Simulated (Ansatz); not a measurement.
# InGaAs2 (P-4m2) in Ansatz: single point with PBE0

Aim: the single point of InGaAs2 with PBE0.

All numbers are computed with Ansatz 0.2.0; they aren't measurements. Logs are shortened: lines on timing, memory, paths and dates and some standing lists are left out, and cuts for length are marked.

## 1. The structure

The structure is tetragonal, space group P-4m2 (No. 115). The conventional cell has a = 4.225 Å, b = 4.225 Å, c = 5.962 Å, α = 90.00°, β = 90.00°, γ = 90.00°. In (site symmetry -4m2) has 4 As at 2.65 Å as nearest neighbours. As (site symmetry 2mm) has 2 Ga at 2.52 Å and 2 In at 2.65 Å as nearest neighbours. Ga (site symmetry -4m2) has 4 As at 2.52 Å as nearest neighbours.

The cell comes from a database or a generator and needn't be the stable form of this composition.

## 2. Single point, PBE0

The input, input:

```
crystal:
  lattice:
    - [4.2250012014, 0.0, 0.0]
    - [0.0, 4.2250012014, 0.0]
    - [0.0, 0.0, 5.962148]
  atoms:
    - { symbol: In, position: [0.0, 0.0, 0.5] }
    - { symbol: As, position: [0.0, 0.5, 0.231525] }
    - { symbol: As, position: [0.5, 0.0, 0.768475] }
    - { symbol: Ga, position: [0.5, 0.5, 0.0] }
hamiltonian:
  xc: pbe0
  pseudopotentials: { kind: paw }
kpoints:
  mp_grid: { grid: [4, 4, 4] }
scf:
  occupations: { method: fermi_dirac, width: 0.05 }
output:
  forces: true
  stress: true
  eigenvalues: true
  write_density: true
  write_potential: true
  elf: true
  volumetric_format: npy
```

Potentials or basis: Ansatz PAW.

Standard output:

```text
Warning: output.stress: scf.convergence.dr2_threshold = 1e-7 eV (the SCF's general default) is looser than the 4e-10 eV advised for a printed stress (1e-10 eV for each atom of the cell: 4). What an SCF threshold leaves in a stress goes as its square root, and in the free energy as the threshold itself, and one threshold admits the most on a small cell: of the crystals measured, under no hybrid functional and no lock of the moments, on runs that ended without the residual-converged pass, on stresses that held no estimate of that error, the worst erred by over 100 MPa in a component at 1e-7 eV an atom and by under 5 at 1e-10. Set scf.convergence.dr2_threshold to 4e-10 eV or tighter. The threshold is an SCF's pass mark: one that does not reach it within its budget of iterations ends unconverged, or closes short of it on a stop that the run arms, and scf.convergence.dr2_threshold's page says what that costs each kind of run
Warning: output.stress: scf.exx.energy_threshold = 1e-6 eV is looser than the 4e-8 eV advised for a stress under a hybrid functional (1e-8 eV for each atom of the cell: 4). Every SCF of the exchange loop can meet its threshold on dr2 while the loop round them stops early: no threshold on dr2 bounds what that leaves in the stress. Set scf.exx.energy_threshold to 4e-8 eV or tighter. The threshold is the loop's pass mark: a loop that does not reach it within its budget of cycles ends unconverged, and scf.exx.energy_threshold's page has the law
GPUs: using 1 of 1 available (devices: 1).
Engine: ansatz 0.2.0, x86_64-unknown-linux-gnu
Pseudopotentials: kind: paw
Pseudopotential: In, paw, valence charge 13, recommended cutoff 420 eV (normal), In.paw.azcp
Pseudopotential: As, paw, valence charge 15, recommended cutoff 420 eV (normal), As.paw.azcp
Pseudopotential: Ga, paw, valence charge 13, recommended cutoff 420 eV (normal), Ga.paw.azcp
Functional definition: PBE0
  parameter a = 0.25
  parameter kappa = 0.804
  parameter beta = 0.06672455060314922
  exchange = (1 - a)*pbe_x(kappa = kappa, mu = beta*pi^2/3) + a*exact_x
  correlation = pbe_c(beta = beta)
device memory: the entry about to start is reckoned to put 1.1 GiB on a device that reports 63.9 GiB free (of which the cap on the GPU budget leaves the run 18.0 GiB)
GPU FFT provider: cuFFT
GPU libraries: cuBLAS 13.8.2, cuFFT 12.4.0, cuSOLVER 12.3.4
Crystal: 4 atoms, lattice volume = 106.428 Å³
Basis set: ecut = 420 eV, 2071 PW (Γ), exchange–correlation on 60×60×80 points (8 copies of the dense FFT grid, shifted against one another)
Bands: 34, of which v1, the nominal top of the filled ones, is band 28 counted from 1 (27 counted from 0)
Symmetry: 8 space group operations
Space group: P-4m2 (ITA 115), of the structure as read, at distance tolerance 4.7e-5 Å
k-points: 18 of 64 (time reversal used)
Non-local potential: In, projectors of the file, l = 0: 2, l = 1: 2, l = 2: 2, l = 3: 2
Non-local potential: As, projectors of the file, l = 0: 2, l = 1: 2, l = 2: 3, l = 3: 1
Non-local potential: Ga, projectors of the file, l = 0: 2, l = 1: 2, l = 2: 3, l = 3: 1
PAW form: soft (Blöchl's): semilocal exchange-correlation on the pseudo side does not see the compensation charge
PAW frozen core: In, regenerated for the run's functional, and the local potential with it (the file was generated under x = pbe(κ = 0.804, μ = 0.2195149727645171), c = pbe(β = 0.06672455060314922))
PAW frozen core: As, regenerated for the run's functional, and the local potential with it (the file was generated under x = pbe(κ = 0.804, μ = 0.2195149727645171), c = pbe(β = 0.06672455060314922))
PAW frozen core: Ga, regenerated for the run's functional, and the local potential with it (the file was generated under x = pbe(κ = 0.804, μ = 0.2195149727645171), c = pbe(β = 0.06672455060314922))
PAW one-centre angular grid: In, 590 points (default); XC on 64 Gauss nodes
PAW one-centre angular grid: As, 590 points (default); XC on 64 Gauss nodes
PAW one-centre angular grid: Ga, 590 points (default); XC on 64 Gauss nodes
Initial density: superposition of atomic densities (neutral atoms: chi_scale 0, normalization atom), corrected by the library's trained network
Initial wavefunctions: pseudopotential atomic-orbital guess
GPU buffer pool allocated for 36000 grid points (all kernels)
GPU transforms: local potential and band sums: pruned to the plane-wave sphere, on 30×30×40
Functional: x = pbe(κ = 0.804, μ = 0.2195149727645171), c = pbe(β = 0.06672455060314922), warm-up for x = 0.75 pbe(κ = 0.804, μ = 0.2195149727645171) + 0.25 exact, c = pbe(β = 0.06672455060314922)
SCF iter   1: F=—  HF=-19094.152590 eV  |F-HF|=—  |Δ(HF+E_count)|=         —  Δρ=1.81e-3  dr2=7.26e-3  ethr=1.77e-3  ⟨swp⟩=6.9  Hψ=2424  notcnv=0
preconditioner: auto → none  [insulator: Δε(μ)=0.508 eV  Ē_g=14.106 eV  σ=0.050 eV  W_gap=0.56  n_scr=28 (ndim 8)  ℏωp=21.6 eV  f_vac=0.112  D(μ)=0.38/eV (n_scr^D=0)]
SCF iter   2: F=—  HF=-19094.151423 eV  |F-HF|=—  |Δ(HF+E_count)|=   1.17e-3  Δρ=6.59e-4  dr2=9.40e-4  ethr=1.30e-5  ⟨swp⟩=4.3  Hψ=1885  notcnv=0  defer=2
SCF iter   3: F=—  HF=-19094.151242 eV  |F-HF|=—  |Δ(HF+E_count)|=   1.81e-4  Δρ=2.94e-4  dr2=1.26e-4  ethr=1.68e-6  ⟨swp⟩=4.0  Hψ=1365  notcnv=0
SCF iter   4: F=—  HF=-19094.151311 eV  |F-HF|=—  |Δ(HF+E_count)|=   6.94e-5  Δρ=1.28e-4  dr2=3.49e-5  ethr=2.25e-7  ⟨swp⟩=3.9  Hψ=1522  notcnv=0
iter 5 solved again at ethr=1.93e-9 eV; its pass at ethr=6.24e-8 eV (dr2=1.08e-6 eV) is discarded
SCF iter   5: F=—  HF=-19094.151315 eV  |F-HF|=—  |Δ(HF+E_count)|=   3.93e-6  Δρ=4.24e-5  dr2=1.14e-6  ethr=1.93e-9  ⟨swp⟩=4.0  Hψ=3071  notcnv=0
SCF iter   6: F=—  HF=-19094.151317 eV  |F-HF|=—  |Δ(HF+E_count)|=   1.70e-6  Δρ=1.64e-5  dr2=1.80e-7  ethr=1.93e-9  ⟨swp⟩=4.0  Hψ=1437  notcnv=0
SCF iter   7: F=—  HF=-19094.151317 eV  |F-HF|=—  |Δ(HF+E_count)|=   2.74e-7  Δρ=3.18e-6  dr2=1.04e-8  ethr=3.21e-10  ⟨swp⟩=4.1  Hψ=1447  notcnv=0
SCF iter   8: F=—  HF=-19094.151317 eV  |F-HF|=—  |Δ(HF+E_count)|=   1.15e-8  Δρ=1.36e-6  dr2=1.45e-9  ethr=1.86e-11  ⟨swp⟩=4.0  Hψ=1749  notcnv=0
[... 45 lines left out ...]
Exchange kernel: α = 0.2500, full range, Wigner–Seitz truncation, v(0) = 12155.7807 eV·Å³, q-mesh 4×4×4, nearest image of the exchange supercell L = 16.90 Å, pair-density grid 20×20×27, without the augmentation charges, whose exchange is taken in its separable form by FFT convolution over the k-point mesh (sized by the pseudopotential files, 30×30×40 at the most), smooth part of the exact exchange by density-matrix convolution in up to 4.36 GiB of GPU memory as planned if the GPU has room (build and FFT work areas not counted)
Frozen-core exchange: fock
SCF iter   1: F=—  HF=-19100.313374 eV  |F-HF|=—  |Δ(HF+E_count)|=         —  Δρ=4.88e-5  dr2=2.37e-5  ethr=9.36e-7  ⟨swp⟩=3.4  Hψ=1270  notcnv=0
preconditioner: auto → none  [insulator: Δε(μ)=0.972 eV  Ē_g=17.052 eV  σ=0.050 eV  W_gap=1.00  n_scr=28 (ndim 8)  ℏωp=21.6 eV  f_vac=0.104  D(μ)=0.00/eV (n_scr^D=0)]
SCF iter   2: F=—  HF=-19100.313373 eV  |F-HF|=—  |Δ(HF+E_count)|=   1.01e-6  Δρ=3.85e-5  dr2=2.12e-5  ethr=6.84e-9  ⟨swp⟩=4.0  Hψ=1389  notcnv=0
SCF iter   3: F=—  HF=-19100.313373 eV  |F-HF|=—  |Δ(HF+E_count)|=   1.60e-7  Δρ=1.83e-5  dr2=2.05e-5  ethr=1.48e-9  ⟨swp⟩=2.9  Hψ=1151  notcnv=0
SCF iter   4: F=—  HF=-19100.313801 eV  |F-HF|=—  |Δ(HF+E_count)|=   4.29e-4  Δρ=2.93e-5  dr2=1.82e-6  ethr=3.40e-10  ⟨swp⟩=5.0  Hψ=2394  notcnv=0
SCF iter   5: F=—  HF=-19100.313801 eV  |F-HF|=—  |Δ(HF+E_count)|=   4.59e-7  Δρ=2.89e-5  dr2=6.71e-7  ethr=3.40e-10  ⟨swp⟩=4.7  Hψ=1571  notcnv=0
SCF iter   6: F=—  HF=-19100.313801 eV  |F-HF|=—  |Δ(HF+E_count)|=   1.37e-7  Δρ=2.80e-6  dr2=1.84e-7  ethr=3.40e-10  ⟨swp⟩=3.8  Hψ=1367  notcnv=0
SCF iter   7: F=—  HF=-19100.313802 eV  |F-HF|=—  |Δ(HF+E_count)|=   1.13e-6  Δρ=5.01e-6  dr2=4.83e-8  ethr=2.41e-11  ⟨swp⟩=5.4  Hψ=2346  notcnv=0
SCF iter   8: F=—  HF=-19100.313802 eV  |F-HF|=—  |Δ(HF+E_count)|=   1.44e-8  Δρ=6.25e-7  dr2=6.10e-9  ethr=2.41e-11  ⟨swp⟩=4.1  Hψ=1315  notcnv=0
Mixer restart at iter 8: flushing history
SCF iter   9: F=—  HF=-19100.313802 eV  |F-HF|=—  |Δ(HF+E_count)|=   3.06e-8  Δρ=1.14e-6  dr2=2.09e-9  ethr=1.00e-12  ⟨swp⟩=5.0  Hψ=2106  notcnv=0
SCF iter  10: F=-19100.313802 eV  HF=-19100.313802 eV  |F-HF|=9.82e-11  |Δ(HF+E_count)|=  8.66e-10  Δρ=3.40e-7  dr2=1.62e-10  ethr=1.00e-12  ⟨swp⟩=4.2  Hψ=1428  notcnv=0
SCF 4 converged in 10 iterations: F = -19100.313802 eV  dr2 = 1.62e-10
  Residual-converged pass: ⟨swp⟩=3.0  Hψ=1550  notcnv=0  max |occ|·‖R‖ = 2.7e-7 eV (tolerance 2.7e-7 eV)  dr2=1.65e-10  dr2_onsite=2.20e-11  max |Δocc| = 3.7e-16
hybrid outer 3: dexx = +1.884e-6 eV, tail = 6.75e-7 eV, Δε = 4.49e-3 eV (about 1.35e-4 eV left of the loop's levels), ΔF = 1.30e-3 eV/Å (tail 4.87e-4)
GPU FFT provider: cuFFT
GPU libraries: cuBLAS 13.8.2, cuFFT 12.4.0, cuSOLVER 12.3.4
GPU buffer pool allocated for 36000 grid points (all kernels)
GPU transforms: local potential and band sums: pruned to the plane-wave sphere, on 30×30×40
Exchange kernel: α = 0.2500, full range, Wigner–Seitz truncation, v(0) = 12155.7807 eV·Å³, q-mesh 4×4×4, nearest image of the exchange supercell L = 16.90 Å, pair-density grid 20×20×27, without the augmentation charges, whose exchange is taken in its separable form by FFT convolution over the k-point mesh (sized by the pseudopotential files, 30×30×40 at the most), smooth part of the exact exchange by density-matrix convolution in up to 4.36 GiB of GPU memory as planned if the GPU has room (build and FFT work areas not counted)
Frozen-core exchange: fock
SCF iter   1: F=—  HF=-19100.313802 eV  |F-HF|=—  |Δ(HF+E_count)|=         —  Δρ=7.14e-7  dr2=6.44e-10  ethr=1.39e-10  ⟨swp⟩=7.1  Hψ=1465  notcnv=0
preconditioner: auto → none  [insulator: Δε(μ)=0.974 eV  Ē_g=17.053 eV  σ=0.050 eV  W_gap=1.00  n_scr=28 (ndim 8)  ℏωp=21.6 eV  f_vac=0.104  D(μ)=0.00/eV (n_scr^D=0)]
SCF iter   2: F=-19100.313802 eV  HF=-19100.313802 eV  |F-HF|=7.28e-11  |Δ(HF+E_count)|=  1.27e-10  Δρ=4.03e-7  dr2=1.48e-10  ethr=1.10e-12  ⟨swp⟩=4.5  Hψ=1658  notcnv=0
SCF 5 converged in 2 iterations: F = -19100.313802 eV  dr2 = 1.48e-10
  Residual-converged pass: ⟨swp⟩=3.0  Hψ=1357  notcnv=0  max |occ|·‖R‖ = 2.5e-7 eV (tolerance 2.7e-7 eV)  dr2=1.49e-10  dr2_onsite=1.58e-11  max |Δocc| = 1.6e-16
hybrid outer 4: dexx = +2.195e-10 eV, tail = 3.33e-10 eV, Δε = 4.88e-5 eV (about 1.49e-5 eV left of the loop's levels), ΔF = 8.73e-6 eV/Å (tail 4.91e-5)
hybrid SCF converged: 4 outer / 23 inner (+9 warm-up), last move |dexx| = 2.20e-10 eV, tail = 3.33e-10 eV
Stability not checked: this state was not tested for a lower state beside it, because the functional holds exact exchange (a hybrid, or Hartree-Fock), whose exchange loop this test does not read (fock_operator; see scf.lower_state_search)
Free energy (F): -19100.313802 eV
Frozen-core exchange: fock
Harris-Foulkes:  -19100.313802 eV  (|F-HF|=7.28e-11)
Internal energy: -19100.313799 eV  (E = F + TS)
E sigma→0 (E₀):  -19100.313800 eV
Entropy (-TS):   -0.000003 eV (-0.001 meV/atom)
Fermi energy:    7.070008 eV
--- Per-component energies (eV) ---
  E_band       = -825.200070
  E_kinetic    = 561.009796
  E_local      = -7397.526140  (includes V_loc(G=0)·N_el)
  E_nonlocal   = -547.160545
  E_hartree    = 3650.497388
  E_xc         = -338.537012
  E_vxc        = -241.260953  (∫ρ·V_xc dr)
  E_exx        = -225.766118  (= α·E_x^exact, valence–valence)
  E_paw        = -9699.899460  (= ΣΔE_a)
  E_vpaw       = -49.723894  (= ΣTr[D̂ρ^β])
  E_aug_tail   = -0.000062  (compensation charges beyond the density's cutoff)
  E_ewald      = -5101.939401
  E_core_change = -0.992245  (= ΣΔE_core)
  E_smearing   = -0.000003  (= −TS)
  E_closure    = 0.000000  (closes the sum)
  Σ components = -19100.313802   (vs F -19100.313802, Δ=3.64e-12)
--- Forces (eV/Å), atoms counted from 1 ---
  atom   1  In     0.00000000     0.00000000     0.00000000
  atom   2  As    -0.00000000     0.00000000    -0.02119333
  atom   3  As    -0.00000000     0.00000000     0.02119333
  atom   4  Ga     0.00000000     0.00000000     0.00000000
  max |Σ_I F_I| component: 4.71e-17 eV/Å
--- Stress (GPa, compression-positive) ---
       -2.338535       0.000000      -0.000000
        0.000000      -2.338535       0.000000
       -0.000000       0.000000      -2.538707
  P = ⅓ Tr σ = -2.4053 GPa (-24.053 kbar)
--- Band table (eV; the first three rows and the last of 18) ---
  k-point 0: bands = ["-31.9587", "-31.9587", "-31.9542", "-31.9542", "-31.9513", "-31.9513", "-31.9434", "-31.9431", "-31.9392", "-31.9388", "-11.0072", "-10.9777", "-10.9777", "-10.9468", "-10.9096", "-9.7079", "-9.5892", "-9.5892", "-9.5185", "-9.5042", "-6.6287", "-4.3770", "-0.1173", "3.9022", "3.9022", "6.5222", "6.5605", "6.5605", "7.5340", "9.3990", "9.7149", "11.7886", "11.7886", "11.8248"]
  k-point 1: bands = ["-31.9587", "-31.9587", "-31.9542", "-31.9542", "-31.9513", "-31.9513", "-31.9434", "-31.9432", "-31.9392", "-31.9388", "-11.0071", "-10.9776", "-10.9776", "-10.9466", "-10.9096", "-9.7122", "-9.5898", "-9.5898", "-9.5172", "-9.5043", "-6.4075", "-4.8726", "0.6790", "4.1443", "4.1443", "4.5238", "5.9949", "5.9949", "9.3174", "9.4541", "10.3166", "11.1777", "12.6374", "12.6374"]
  k-point 2: bands = ["-31.9587", "-31.9587", "-31.9542", "-31.9542", "-31.9513", "-31.9513", "-31.9433", "-31.9432", "-31.9391", "-31.9389", "-11.0070", "-10.9775", "-10.9775", "-10.9464", "-10.9096", "-9.7164", "-9.5905", "-9.5905", "-9.5160", "-9.5044", "-5.9230", "-5.5803", "2.3623", "2.4645", "4.6120", "4.6120", "5.2611", "5.2611", "9.7600", "9.9249", "10.7251", "11.2059", "14.2179", "14.2179"]
  k-point 17: bands = ["-31.9592", "-31.9585", "-31.9537", "-31.9537", "-31.9516", "-31.9512", "-31.9428", "-31.9428", "-31.9390", "-31.9390", "-11.0040", "-11.0040", "-10.9498", "-10.9375", "-10.9203", "-9.6774", "-9.6774", "-9.5505", "-9.5389", "-9.4926", "-4.3529", "-4.3529", "-0.5358", "0.6187", "3.1687", "3.2873", "3.4084", "3.4084", "12.2875", "12.3968", "12.4190", "12.4190", "13.1500", "13.1500"]
```

Wall time 41 s (1 × NVIDIA H100 80GB HBM3 with 2 threads of AMD EPYC 7R13 (Zen 3), shared host); peak memory 2.9 GiB.

What came out:

| Item | Value |
| --- | --- |
| Free energy | -19100.3138 eV |
| Pressure | -2.4 GPa |
| Largest force | 0.021 eV/Å |
| Band gap on the k mesh | 0.97 eV, direct |

Forces on the atoms (eV/Å):
```
In   0.000  0.000  0.000
As   0.000  0.000 -0.021
As   0.000  0.000  0.021
Ga   0.000  0.000  0.000
```

Stress tensor (GPa, compression positive):
```
-2.34  0.00  0.00
 0.00 -2.34  0.00
 0.00  0.00 -2.54
```

Levels at points of the mesh, in eV from the valence-band top:
| k point | band 24 | band 25 | band 26 | band 27 | band 28 | band 29 | band 30 | band 31 | band 32 | band 33 |
| --- | --- | --- | --- | --- | --- | --- | --- | --- | --- | --- |
| (0.00, 0.00, 0.00) | -2.66 | -2.66 | -0.04 | 0.00 | 0.00 | 0.97 | 2.84 | 3.15 | 5.23 | 5.23 |
| (0.00, 0.00, -0.50) | -4.10 | -1.95 | -1.95 | -1.30 | -1.30 | 3.20 | 3.36 | 4.16 | 4.65 | 7.66 |
| (0.00, -0.50, 0.00) | -5.31 | -3.28 | -3.01 | -1.50 | -0.92 | 3.40 | 4.44 | 6.36 | 6.42 | 6.82 |
| (0.00, -0.50, -0.50) | -6.34 | -1.46 | -1.07 | -1.04 | -0.83 | 1.82 | 2.36 | 5.80 | 6.04 | 6.10 |
| (-0.50, -0.50, 0.00) | -6.22 | -2.69 | -2.55 | -2.55 | -2.38 | 2.80 | 2.80 | 3.02 | 3.31 | 10.95 |
| (-0.50, -0.50, -0.50) | -5.94 | -3.39 | -3.27 | -3.15 | -3.15 | 5.73 | 5.84 | 5.86 | 5.86 | 6.59 |

Caveat: spin-orbit coupling is left out, which moves the levels of the heavy elements; the PAW data sets come from PBE, with cores solved anew for the run's functional, which leaves a small shift of forces and pressure; the thresholds are loose for stress.
